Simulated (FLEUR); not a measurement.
**TiTe: equation of state with r2SCAN**

The system is TiTe.

```
CELL_PARAMETERS angstrom
3.84200 0.00000 0.00000
-1.92100 3.32727 0.00000
0.00000 0.00000 6.40300
ATOMIC_POSITIONS crystal
Te 0.66667 0.33333 0.75000
Te 0.33333 0.66667 0.25000
Ti 0.00000 0.00000 0.50000
Ti 0.00000 0.00000 0.00000
```

```json
{
  "Program": "FLEUR MaX-R8.1 (later development tree)",
  "Task": "equation of state",
  "Functional": "r2SCAN",
  "Potentials or basis": "all-electron",
  "Basis": "FLAPW",
  "Kmax": "4.34 1/bohr",
  "k mesh": "8 × 8 × 4",
  "Occupations": "fermi-dirac, width 0.05 eV",
  "Spin": "no spin polarisation"
}
```

- Equilibrium volume: 22.02 Å³/atom (rough: see the caveat)
- Bulk modulus at fixed shape and positions: 89 GPa (rough)

Energy against volume, from the lowest point:
```csv
volume (Å³/atom),energy (meV/atom)
19.235,123.08
19.644,85.82
20.463,33.41
21.281,5.89
21.691,0.00
```

Caveat: the minimum lies outside the volumes run; the meta-GGA is that of a development version, with a GGA for the radial functions and cores and without core tails; the cell was scaled at fixed shape and fractional positions, which overstates the stiffness of a crystal with free parameters, most of all of layers and chains. Spin-orbit coupling is left out, which matters for the levels of Te.
